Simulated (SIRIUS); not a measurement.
Ti in SIRIUS: convergence with pw cutoff

Input of the first run (pw cutoff 12 1/bohr); the others differ in this setting and in those tied to it:

The input sirius.json:

```json
{
  "control": {
    "processing_unit": "cpu",
    "std_evp_solver_name": "lapack",
    "gen_evp_solver_name": "lapack",
    "verbosity": 2,
    "print_forces": true,
    "ortho_rf": true,
    "use_second_variation": true,
    "rmt_max": 3.0,
    "num_bands_to_print": 23,
    "save_wf": true
  },
  "parameters": {
    "electronic_structure_method": "full_potential_lapwlo",
    "xc_functionals": ["XC_GGA_X_PBE", "XC_GGA_C_PBE"],
    "core_relativity": "dirac",
    "valence_relativity": "iora",
    "num_fv_states": 23,
    "smearing": "fermi_dirac",
    "smearing_width": 0.0018374661,
    "pw_cutoff": 12,
    "gk_cutoff": 3.67,
    "lmax_apw": 10,
    "lmax_rho": 8,
    "lmax_pot": 8,
    "num_mag_dims": 0,
    "auto_rmt": 0,
    "ngridk": [10, 10, 6],
    "shiftk": [0, 0, 0],
    "num_dft_iter": 80,
    "energy_tol": 1e-07,
    "density_tol": 1e-05,
    "use_symmetry": true
  },
  "settings": {"tol_ne": 1e-10},
  "iterative_solver": {"type": "exact"},
  "mixer": {"type": "anderson", "beta": 0.5, "max_history": 8},
  "unit_cell": {
    "lattice_vectors": [[5.5746920676, 0.0, 0.0], [-2.7873460338, 4.8278249489, 0.0], [0.0, 0.0, 8.8439182632]],
    "atom_types": ["Ti"],
    "atom_files": {"Ti": "Ti.json"},
    "atoms": {"Ti": [[0.6666666667, 0.3333333333, 0.75], [0.3333333333, 0.6666666667, 0.25]]}
  }
}
```

Contents of Ti.json:

```json
{
  "name": "titanium",
  "symbol": "Ti",
  "number": 22,
  "mass": 47.867,
  "rmin": 1e-06,
  "rmt": 2.4,
  "nrmt": 800,
  "rinf": 17.51,
  "core": "1s2s2p",
  "valence": [
    {"basis": [{"enu": 0.09, "dme": 0, "n": 0, "auto": 0}, {"enu": 0.09, "dme": 1, "n": 0, "auto": 0}]},
    {"l": 0, "n": 1, "basis": [{"enu": 0.19, "dme": 0, "n": 0, "auto": 0}]},
    {"l": 1, "n": 2, "basis": [{"enu": 0.19, "dme": 0, "n": 0, "auto": 0}]},
    {"l": 2, "n": 3, "basis": [{"enu": 0.19, "dme": 0, "n": 0, "auto": 0}]},
    {"l": 3, "n": 4, "basis": [{"enu": 0.19, "dme": 0, "n": 0, "auto": 0}]}
  ],
  "lo": [
    {"l": 0, "basis": [{"enu": 0.19, "dme": 0, "n": 0, "auto": 0}, {"enu": 0.19, "dme": 1, "n": 0, "auto": 0}]},
    {
      "l": 0,
      "basis": [{"enu": -1.9303, "dme": 0, "n": 3, "auto": 1}, {"enu": -1.9303, "dme": 1, "n": 3, "auto": 1}]
    },
    {
      "l": 0,
      "basis": [{"enu": -1.9303, "dme": 1, "n": 3, "auto": 1}, {"enu": 0.19, "dme": 0, "n": 0, "auto": 0}]
    },
    {"l": 0, "basis": [{"enu": 0.19, "dme": 0, "n": 0, "auto": 0}, {"enu": 2.9678, "dme": 0, "n": 0, "auto": 0}]},
    {"l": 1, "basis": [{"enu": 0.19, "dme": 0, "n": 0, "auto": 0}, {"enu": 0.19, "dme": 1, "n": 0, "auto": 0}]},
    {
      "l": 1,
      "basis": [{"enu": -1.0703, "dme": 0, "n": 3, "auto": 1}, {"enu": -1.0703, "dme": 1, "n": 3, "auto": 1}]
    },
    {
      "l": 1,
      "basis": [{"enu": -1.0703, "dme": 1, "n": 3, "auto": 1}, {"enu": 0.19, "dme": 0, "n": 0, "auto": 0}]
    },
    {"l": 1, "basis": [{"enu": 0.19, "dme": 0, "n": 0, "auto": 0}, {"enu": 3.3844, "dme": 0, "n": 0, "auto": 0}]},
    {"l": 2, "basis": [{"enu": 0.19, "dme": 0, "n": 0, "auto": 0}, {"enu": 0.19, "dme": 1, "n": 0, "auto": 0}]},
    {"l": 2, "basis": [{"enu": 0.19, "dme": 1, "n": 0, "auto": 0}, {"enu": 0.19, "dme": 2, "n": 0, "auto": 0}]},
    {"l": 2, "basis": [{"enu": 0.19, "dme": 0, "n": 0, "auto": 0}, {"enu": 2.8983, "dme": 0, "n": 0, "auto": 0}]},
    {"l": 3, "basis": [{"enu": 0.19, "dme": 0, "n": 0, "auto": 0}, {"enu": 0.19, "dme": 1, "n": 0, "auto": 0}]},
    {"l": 3, "basis": [{"enu": 0.19, "dme": 0, "n": 0, "auto": 0}, {"enu": 3.2108, "dme": 0, "n": 0, "auto": 0}]}
  ],
  "free_atom": [... radial grid and density of the free atom, the start of the SCF ...]
}
```

The input sirius_start.json:

```json
{
  "control": {
    "processing_unit": "cpu",
    "std_evp_solver_name": "lapack",
    "gen_evp_solver_name": "lapack",
    "verbosity": 1,
    "print_forces": false,
    "ortho_rf": true,
    "use_second_variation": true,
    "rmt_max": 3.0,
    "num_bands_to_print": 23,
    "save_wf": false
  },
  "parameters": {
    "electronic_structure_method": "full_potential_lapwlo",
    "xc_functionals": ["XC_LDA_X", "XC_LDA_C_PW"],
    "core_relativity": "dirac",
    "valence_relativity": "iora",
    "num_fv_states": 23,
    "smearing": "fermi_dirac",
    "smearing_width": 0.0055123983,
    "pw_cutoff": 12,
    "gk_cutoff": 2.93,
    "lmax_apw": 10,
    "lmax_rho": 8,
    "lmax_pot": 8,
    "num_mag_dims": 0,
    "auto_rmt": 0,
    "ngridk": [4, 4, 2],
    "shiftk": [0, 0, 0],
    "num_dft_iter": 30,
    "energy_tol": 0.01,
    "density_tol": 0.05,
    "use_symmetry": true
  },
  "settings": {"tol_ne": 1e-10},
  "iterative_solver": {"type": "exact"},
  "mixer": {"type": "anderson", "beta": 0.5, "max_history": 8},
  "unit_cell": {
    "lattice_vectors": [[5.5746920676, 0.0, 0.0], [-2.7873460338, 4.8278249489, 0.0], [0.0, 0.0, 8.8439182632]],
    "atom_types": ["Ti"],
    "atom_files": {"Ti": "Ti.json"},
    "atoms": {"Ti": [[0.6666666667, 0.3333333333, 0.75], [0.3333333333, 0.6666666667, 0.25]]}
  }
}
```

Potentials or basis: all-electron FP-LAPW, apw+lo standard.

Command:

```bash
$ OMP_NUM_THREADS=1 sirius.scf --input=sirius_start.json --output=start.json
$ OMP_NUM_THREADS=1 sirius.scf --input=sirius.json --output=output.json --task=1
```

Hardware: 1 thread of Arm Neoverse V1, on a shared host.

```tsv
pw cutoff	energy less the tightest run, at zero smearing (meV/atom)	SCF cycles	CPU time (s)	peak memory (GiB)
12 1/bohr	-0.01	7	43	0.37
14 1/bohr	0.00	7	44	0.38
16 1/bohr	0.00	7	45	0.4
19 1/bohr	0.00	7	46	0.43
22 1/bohr	0.00	7	46	0.47
26 1/bohr	0.00	7	51	0.54
30 1/bohr	0.00	7	54	0.68
```

Against the tightest run, the energy stays within 1 meV/atom from 12 1/bohr on. The tightest run that finished is the yardstick and may itself not be fully converged.
